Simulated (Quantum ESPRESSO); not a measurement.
The system is Li2S.

```
S Li
1.0
     0.00000    2.84450    2.84450
     2.84450    0.00000    2.84450
     2.84450    2.84450    0.00000
S Li
1 2
Direct
  0.00000 0.00000 0.00000
  0.75000 0.75000 0.75000
  0.25000 0.25000 0.25000
```

Base run:

| Quantity | Value |
| --- | --- |
| Program | Quantum ESPRESSO 7.5 |
| Functional | vdW-DF-C09 |
| Potentials or basis | PseudoDojo 0.4.1 SR PBE standard |
| Cutoff | 1007 eV |
| Density cutoff | 4027 eV |
| k mesh | 8 × 8 × 8 |
| Occupations | fermi-dirac, width 0.05 eV |
| Spin | no spin polarisation |

Its results: band gap on the k mesh 3.30 eV, indirect (least direct gap 4.22 eV); pressure -0.2 GPa.

**Question.** After a change of settings the same cell gave: band gap on the k mesh 3.22 eV, indirect (least direct gap 4.12 eV); pressure -0.8 GPa. Which change was it?
A. functional from vdW-DF-C09 to LDA; potentials or basis from PseudoDojo 0.4.1 SR PBE standard to PseudoDojo 0.4.1 SR LDA standard
B. functional from vdW-DF-C09 to PBE
C. functional from vdW-DF-C09 to rev-vdW-DF2
D. functional from vdW-DF-C09 to PBEsol; potentials or basis from PseudoDojo 0.4.1 SR PBE standard to PseudoDojo 0.4.1 SR PBEsol standard

**Answer.** D.

Caveats: the potentials were made for another functional, which shifts forces and pressure (some runs).
